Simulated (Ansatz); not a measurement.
Crystal: AlFe.

```xyz
2
Lattice="2.9100 0.0000 0.0000 0.0000 2.9100 0.0000 0.0000 0.0000 2.9100" Properties=species:S:1:pos:R:3 pbc="T T T"
Fe    1.4550    1.4550    1.4550
Al    0.0000    0.0000    0.0000
```

| Quantity | Value |
| --- | --- |
| Program | Ansatz 0.2.0 |
| Task | relaxation of cell and atoms |
| Functional | PBEsol |
| Potentials or basis | Ansatz PAW |
| Cutoff | 420 eV (not typed: the program's choice for these potentials) |
| k mesh | 9 × 9 × 9 |
| Occupations | fermi-dirac, width 0.05 eV |
| Spin | collinear spin, ferromagnetic start |
| Starting moments | [3.0, 0.0] μB |

At the start: volume 12.32 Å³/atom.

Q: How do energy, volume and symmetry change on relaxing?

A: It ends after 5 steps and the volume is 11.51 Å³/atom (-6.6 %); space group Pm-3m (No. 221, to 0.05 Å); moment 0.60 μB per cell.

Step by step:
| step | energy change (eV) | largest force (eV/Å) | volume (Å³) |
| --- | --- | --- | --- |
| 1 | 0.0000 | 0.0000 | 24.64 |
| 2 | -0.0550 | 0.0000 | 23.51 |
| 3 | -0.0612 | 0.0000 | 22.96 |
| 4 | -0.0613 | 0.0000 | 23.01 |
| 5 | -0.0608 | 0.0000 | 23.01 |

Final structure:
```
Fe Al
1.0
     2.84440    0.00000    0.00000
     0.00000    2.84440    0.00000
     0.00000    0.00000    2.84440
Fe Al
1 1
Direct
  0.50000 0.50000 0.50000
  0.00000 0.00000 0.00000
```

Caveat: the plane-wave basis is chosen anew once the cell has moved, so the energies of steps on either side of that aren't comparable; the PAW data sets come from PBE, with cores solved anew for the run's functional, which leaves a small shift of forces and pressure.
